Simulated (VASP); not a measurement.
# VASP inputs for CdS (strained zincblende)

INCAR

```
LASPH = .TRUE.
LCHARG = .FALSE.
GGA = PE
LREAL = .FALSE.
LWAVE = .FALSE.
ISIF = 2
EDIFF = 1E-7
SIGMA = 0.02
NBANDS = 16
ISMEAR = -1
NELM = 120
PREC = Accurate
IBRION = -1
NSW = 0
ENCUT = 520
```

KPOINTS

```
KPOINTS created by Atomic Simulation Environment
0
Gamma
8 8 8
0 0 0
```

KPOINTS_OPT

```
special points
6
Reciprocal
0.0000000000 0.0000000000 0.0000000000 1
-0.5000000000 -0.5000000000 0.0000000000 1
-0.3750000000 -0.3750000000 0.2500000000 1
-0.3750000000 0.0000000000 0.3750000000 1
0.0000000000 0.0000000000 0.5000000000 1
-0.5000000000 -0.2500000000 0.2500000000 1
```

POSCAR

```
Cd S
 1.0000000000000000
     0.0000000000000000    3.0273912883000000    3.0273912883000000
     3.0273912883000000    0.0000000000000000    3.0273912883000000
     3.0273912883000000    3.0273912883000000    0.0000000000000000
 Cd  S
   1   1
Cartesian
  0.0000000000000000  0.0000000000000000  0.0000000000000000
  1.5136956441500000  1.5136956441500000  1.5136956441500000
```

VASP ran with the recommended PBE PAW datasets (18 valence electrons in the cell).

Q: What does this run give?

A: gap between bands v and c 0.90 eV; least direct gap 0.90 eV; pressure -2.7 GPa.

Band v is the last that the valence electrons fill when counted band by band, and c is the next. Levels in eV from the top of v:

```csv
point,v−1,v,c,c+1
Γ,0.00,0.00,0.90,6.54
X,-1.52,-1.52,3.72,4.16
K,-2.08,-1.24,4.18,5.20
L,-0.60,-0.60,2.82,6.98
W,-1.82,-1.81,4.94,5.44
```
